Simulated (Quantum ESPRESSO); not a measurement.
**Pb: phonons at L under several settings**

```xyz
1
Lattice="0.0000 2.4750 2.4750 2.4750 0.0000 2.4750 2.4750 2.4750 0.0000" Properties=species:S:1:pos:R:3 pbc="T T T"
Pb    0.0000    0.0000    0.0000
```

All runs used Quantum ESPRESSO 7.5; k mesh 6 × 6 × 6; relaxed cell; no spin polarisation; cutoff 762 eV; occupations cold, width 0.2 eV.

```csv
level,potentials,volume (Å³/atom),pressure (GPa),frequencies (cm⁻¹)
LDA,PseudoDojo 0.4.1 SR LDA standard,29.59,0.0,30 30 69
PBE,PseudoDojo 0.4.1 SR PBE standard,?,0.0,?
PBEsol,PseudoDojo 0.4.1 SR PBEsol standard,30.67,0.0,30 30 67
WC,PseudoDojo 0.4.1 SR PBE standard,30.74,0.0,30 30 67
revPBE,PseudoDojo 0.4.1 SR PBE standard,33.80,0.0,29 29 55
RPBE,PseudoDojo 0.4.1 SR PBE standard,34.20,0.1,29 29 53
vdW-DF-cx,PseudoDojo 0.4.1 SR PBE standard,30.90,0.0,33 33 69
```

What stands in the row left open?

Volume 32.82 Å³/atom; frequencies 29 29 59 cm⁻¹.

Caveats: all runs use coarse meshes; the mesh is thin for the phonons of a metal; the potentials were made for another functional, which shifts forces and pressure (some runs).

For the row left open. Caveat: the k mesh is coarse (spacing up to 0.37 Å⁻¹), so the values aren't converged; the mesh is thin for the phonons of a metal.
